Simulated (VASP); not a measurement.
# Silicene and its bilayer, part 2 of 8

What are the lattice, gap and band positions of silicene, and what does a second sheet change?

VASP 6.6.1; r2SCAN with rVV10; plane waves and PAW (Si).

So far: Set-up; Relaxing the monolayer.

## (2) Relaxing the monolayer (continued)

The steps of the relaxation:

```
step  energy less that of the first step (eV)  largest force (eV/Å)  pressure (GPa)  volume (Å³)
   1                                   0.0000                0.1578           -0.26       285.35
   2                                  -0.0025                0.0394            0.22       278.16
   3                                  -0.0055                0.0921            0.01       281.16
   4                                  -0.0061                0.0840            0.00       281.34
   5                                  -0.0076                0.0527            0.00       281.90
   6                                  -0.0087                0.0061           -0.01       283.00
```

| cell as run | before | after | change |
| --- | --- | --- | --- |
| a (Å) | 3.870 | 3.854 | -0.4 % |
| b (Å) | 3.870 | 3.854 | -0.4 % |

The atoms that moved most (Å, along periodic axes as changes of fractional coordinates times the final cell, across vacuum about the mean position):

```csv
atom,dx,dy,dz,length
Si1,0.000,0.000,0.038,0.038
Si2,0.000,0.000,-0.038,0.038
```

The relaxed structure:

```xyz
2
Lattice="3.8540 0.0000 0.0000 -1.9270 3.3377 0.0000 0.0000 0.0000 22.0000" Properties=species:S:1:pos:R:3
Si    0.0000    2.2251   10.8129
Si    1.9270    1.1126   11.1871
```

This step gave:

```
electronic cycles       : 62
electrons               : 8
free energy (TOTEN)     : -15.81 eV
energy at zero smearing : -15.81 eV
Fermi energy            : -3.170 eV
metallic                : yes
dipole moment           : 0, 0, 0 e·Å
```

The run ended after 6 ionic steps, 0.009 eV below its first step, once forces and stress met EDIFFG = -0.015.

## (3) A second relaxation

The plane waves were chosen for the start cell, so the relaxation is repeated from its end.

File INCAR:

```
SYSTEM = Si
PREC = Normal
ENCUT = 350
EDIFF = 1E-06
NELM = 120
ISMEAR = 0
SIGMA = 0.03
LREAL = .FALSE.
ALGO = Normal
METAGGA = R2SCAN
LUSE_VDW = .TRUE.
IVDW_NL = 2
BPARAM = 11.95
CPARAM = 0.0093
LASPH = .TRUE.
NBANDS = 10
LORBIT = 11
LWAVE = .FALSE.
LCHARG = .FALSE.
KPAR = 4
IBRION = 2
NSW = 30
ISIF = 3
EDIFFG = -0.015
POTIM = 0.4
IDIPOL = 3
LDIPOL = .TRUE.
DIPOL = 0.5 0.5 0.5
LATTICE_CONSTRAINTS = .TRUE. .TRUE. .FALSE.
```

File POSCAR:

```
Si
1.0
    3.8540428162      0.0000000000      0.0000000000
   -1.9270214081      3.3376989861      0.0000000000
    0.0000000000      0.0000000000     22.0000000000
Si
2
Direct
    0.3333333333      0.6666666667      0.4914971843
    0.6666666667      0.3333333333      0.5085028157
```

File KPOINTS:

```
Automatic mesh
0
Gamma
9 9 1
0 0 0
```

PAW data sets: Si (PBE family, release 64).

On the command line:

```bash
> mpirun -np 4 vasp_std
```

Log:

```text
[banner, memory and clock lines left out]
running    4 mpi-ranks, on    1 nodes
 distrk:  each k-point on    1 cores,    4 groups
 distr:  one band on    1 cores,    1 groups

 POSCAR found type information on POSCAR Si
 POSCAR found :  1 types and       2 ions
 [... a notice as in an earlier step ...]

 [... a notice as in an earlier step ...]

 LDA part: xc-table for (None), standard interpolation
 POSCAR, INCAR and KPOINTS ok, starting setup
 FFT: planning ... GRIDC
 FFT: planning ... GRID_SOFT
 FFT: planning ... GRID
 WAVECAR not read
 entering main loop
       N       E                     dE             d eps       ncg     rms          rms(c)
Total rVV10 correction in eV:      0.3048899    10.7364027
Total rVV10 correction in eV:      0.3048899    10.7364027
Total rVV10 correction in eV:      0.3048899    10.7364027
Total rVV10 correction in eV:      0.3048899    10.7364027
DAV:   1     0.216597668099E+02    0.21660E+02   -0.19367E+03   240   0.354E+02
DAV:   2    -0.149006699794E+02   -0.36560E+02   -0.34366E+02   366   0.767E+01
DAV:   3    -0.171409641469E+02   -0.22403E+01   -0.22334E+01   326   0.219E+01
DAV:   4    -0.171829619718E+02   -0.41998E-01   -0.41981E-01   362   0.390E+00
DAV:   5    -0.171835766938E+02   -0.61472E-03   -0.61466E-03   350   0.394E-01    0.591E+00
Total rVV10 correction in eV:      0.3060743    10.7374843
Total rVV10 correction in eV:      0.3060743    10.7374843
Total rVV10 correction in eV:      0.3060743    10.7374843
Total rVV10 correction in eV:      0.3060743    10.7374843
DAV:   6    -0.158644586980E+02    0.13191E+01   -0.13940E-01   280   0.209E+00    0.397E+00
Total rVV10 correction in eV:      0.3120376    10.7396493
Total rVV10 correction in eV:      0.3120376    10.7396493
Total rVV10 correction in eV:      0.3120376    10.7396493
Total rVV10 correction in eV:      0.3120376    10.7396493
DAV:   7    -0.158031985264E+02    0.61260E-01   -0.39462E-01   348   0.289E+00    0.514E-01
Total rVV10 correction in eV:      0.3123742    10.7394140
Total rVV10 correction in eV:      0.3123742    10.7394140
Total rVV10 correction in eV:      0.3123742    10.7394140
Total rVV10 correction in eV:      0.3123742    10.7394140
DAV:   8    -0.158020551247E+02    0.11434E-02   -0.28881E-02   298   0.922E-01    0.365E-01
Total rVV10 correction in eV:      0.3142744    10.7394506
Total rVV10 correction in eV:      0.3142744    10.7394506
Total rVV10 correction in eV:      0.3142744    10.7394506
Total rVV10 correction in eV:      0.3142744    10.7394506
DAV:   9    -0.158041302149E+02   -0.20751E-02   -0.29011E-03   290   0.354E-01    0.663E-02
Total rVV10 correction in eV:      0.3143863    10.7393081
Total rVV10 correction in eV:      0.3143863    10.7393081
Total rVV10 correction in eV:      0.3143863    10.7393081
Total rVV10 correction in eV:      0.3143863    10.7393081
DAV:  10    -0.158044515955E+02   -0.32138E-03   -0.18533E-04   314   0.808E-02    0.546E-02
Total rVV10 correction in eV:      0.3164815    10.7388044
Total rVV10 correction in eV:      0.3164815    10.7388044
Total rVV10 correction in eV:      0.3164815    10.7388044
Total rVV10 correction in eV:      0.3164815    10.7388044
DAV:  11    -0.158058413157E+02   -0.13897E-02   -0.18599E-03   278   0.198E-01    0.866E-02
Total rVV10 correction in eV:      0.3167570    10.7384364
Total rVV10 correction in eV:      0.3167570    10.7384364
Total rVV10 correction in eV:      0.3167570    10.7384364
Total rVV10 correction in eV:      0.3167570    10.7384364
DAV:  12    -0.158063640802E+02   -0.52276E-03   -0.14547E-04   248   0.803E-02    0.377E-02
Total rVV10 correction in eV:      0.3173038    10.7375572
Total rVV10 correction in eV:      0.3173038    10.7375572
Total rVV10 correction in eV:      0.3173038    10.7375572
Total rVV10 correction in eV:      0.3173038    10.7375572
DAV:  13    -0.158069193078E+02   -0.55523E-03   -0.53395E-04   250   0.117E-01    0.141E-02
Total rVV10 correction in eV:      0.3174332    10.7371416
Total rVV10 correction in eV:      0.3174332    10.7371416
Total rVV10 correction in eV:      0.3174332    10.7371416
Total rVV10 correction in eV:      0.3174332    10.7371416
DAV:  14    -0.158070103433E+02   -0.91035E-04   -0.16086E-04   298   0.608E-02    0.133E-02
Total rVV10 correction in eV:      0.3174839    10.7367331
Total rVV10 correction in eV:      0.3174839    10.7367331
Total rVV10 correction in eV:      0.3174839    10.7367331
Total rVV10 correction in eV:      0.3174839    10.7367331
DAV:  15    -0.158072930478E+02   -0.28270E-03   -0.69858E-05   278   0.413E-02    0.201E-03
Total rVV10 correction in eV:      0.3174997    10.7365452
Total rVV10 correction in eV:      0.3174997    10.7365452
Total rVV10 correction in eV:      0.3174997    10.7365452
Total rVV10 correction in eV:      0.3174997    10.7365452
DAV:  16    -0.158073784727E+02   -0.85425E-04   -0.12950E-05   308   0.184E-02    0.904E-04
Total rVV10 correction in eV:      0.3175302    10.7364635
Total rVV10 correction in eV:      0.3175302    10.7364635
Total rVV10 correction in eV:      0.3175302    10.7364635
Total rVV10 correction in eV:      0.3175302    10.7364635
DAV:  17    -0.158074077435E+02   -0.29271E-04   -0.13493E-06   302   0.782E-03    0.974E-04
Total rVV10 correction in eV:      0.3175373    10.7364171
Total rVV10 correction in eV:      0.3175373    10.7364171
Total rVV10 correction in eV:      0.3175373    10.7364171
Total rVV10 correction in eV:      0.3175373    10.7364171
DAV:  18    -0.158074231522E+02   -0.15409E-04   -0.80011E-07   296   0.559E-03    0.261E-04
Total rVV10 correction in eV:      0.3175335    10.7364097
Total rVV10 correction in eV:      0.3175335    10.7364097
Total rVV10 correction in eV:      0.3175335    10.7364097
Total rVV10 correction in eV:      0.3175335    10.7364097
DAV:  19    -0.158074247690E+02   -0.16168E-05   -0.12303E-07   346   0.246E-03    0.106E-04
Total rVV10 correction in eV:      0.3175340    10.7364065
Total rVV10 correction in eV:      0.3175340    10.7364065
Total rVV10 correction in eV:      0.3175340    10.7364065
Total rVV10 correction in eV:      0.3175340    10.7364065
DAV:  20    -0.158074252997E+02   -0.53066E-06   -0.24123E-08   298   0.130E-03
Total rVV10 correction in eV:      0.3175341    10.7364060
Total rVV10 correction in eV:      0.3175341    10.7364060
Total rVV10 correction in eV:      0.3175341    10.7364060
Total rVV10 correction in eV:      0.3175341    10.7364060
Total rVV10 correction in eV:      0.3175341    10.7364060
Total rVV10 correction in eV:      0.3175341    10.7364060
Total rVV10 correction in eV:      0.3175341    10.7364060
Total rVV10 correction in eV:      0.3175341    10.7364060
   1 F= -.15807425E+02 E0= -.15807007E+02  d E =-.158074E+02
 curvature:   0.00 expect dE= 0.000E+00 dE for cont linesearch  0.000E+00
 trial: gam= 0.00000 g(F)=  0.282E-05 g(S)=  0.327E-04 ort = 0.000E+00 (trialstep = 0.100E+01)
 search vector abs. value=  0.355E-04
 reached required accuracy - stopping structural energy minimisation
```

The job ended after 43 s (4 MPI ranks of AMD EPYC 9R45, shared host; peak memory 1.2 GiB).

From OUTCAR (step 3):

```text
  LATTYP: Found a hexagonal cell.
 ALAT       =     3.8540428162
 C/A-ratio  =     5.7082915393

The static configuration has the point symmetry D_3d.

 Found     12 irreducible k-points:

   ENCUT  =  350.0 eV  25.72 Ry    5.07 a.u.   5.88  5.88 33.56*2*pi/ulx,y,z

   NELECT =       8.0000    total number of electrons

 E-fermi :  -3.1700

 k-point     1 :       0.0000    0.0000    0.0000
  band No.  band energies     occupation
      1     -14.9763      2.00000
      2      -6.5711      2.00000
      3      -4.6741      2.00000
      4      -4.6740      2.00000
      5      -0.8275      0.00000
      6      -0.1986      0.00000
      7      -0.0773      0.00000
      8      -0.0773      0.00000
      9       1.5296      0.00000
    ...

 k-point     2 :       0.1111   -0.0000    0.0000
  band No.  band energies     occupation
      1     -14.8231      2.00000
      2      -6.4575      2.00000
      3      -5.6404      2.00000
      4      -4.9291      2.00000
      5      -0.5929      0.00000
      6      -0.0898      0.00000
      7       0.4499      0.00000
      8       0.4784      0.00000
      9       1.6941      0.00000
    ...

  Total       -0.0291189     -0.0291189     -0.0132968      0.0000000      0.0000000     -0.0000000
  in kB       -0.1648539     -0.1648539     -0.0752788      0.0000000      0.0000000     -0.0000000
  external PRESSURE =      -0.1349955 kB  Pullay stress =       0.0000000 kB

 POSITION                                       TOTAL-FORCE (eV/Angst)
 -----------------------------------------------------------------------------------
     -0.00000      2.22513     10.81294         0.000000     -0.000000      0.006044
      1.92702      1.11257     11.18706        -0.000000      0.000000     -0.006044
 -----------------------------------------------------------------------------------
    total drift:                               -0.000000      0.000000      0.000000

  FREE ENERGIE OF THE ION-ELECTRON SYSTEM (eV)
  ---------------------------------------------------
  free  energy   TOTEN  =       -15.8074252997 eV

  energy  without entropy=      -15.8065894632  energy(sigma->0) =      -15.80700738

 vacuum level on the upper side and lower side of the slab         1.579         1.579

[... 7 parts as in an earlier step ...]

[... 7 further parts left out ...]
```

CONTCAR:

```
Si
   1.00000000000000
     3.8540428162000002    0.0000000000000000    0.0000000000000000
    -1.9270214081000001    3.3376989860999999    0.0000000000000000
     0.0000000000000000    0.0000000000000000   22.0000000000000000
  Si
     2
Direct
     0.3333333332999970    0.6666666667000030    0.4914971843000018
     0.6666666667000030    0.3333333332999970    0.5085028156999982
```

Little changed from the start: no atom moved by 0.005 Å and no cell edge by 0.1 %.

Numbers from this step:

```yaml
electronic_cycles: 20
fermi_energy: -3.17 eV
```

The start already met the threshold, so nothing moved.

(Part 2 of 8 ends here.)

[Lines on the potential files, build, host, timing and source positions are cut from VASP's logs without a mark.]

[Logs are printed without paths, hosts, clocks, repeated set-up lines and the standing remarks that a program may print on its own settings, such as how far it seeks lower states.]

[Hosts, paths, dates, database ids (printed as entryN), source tags and the programs' standing remarks are cut or masked in the printed files.]

[Runs that stopped without an error message from VASP are left out.]
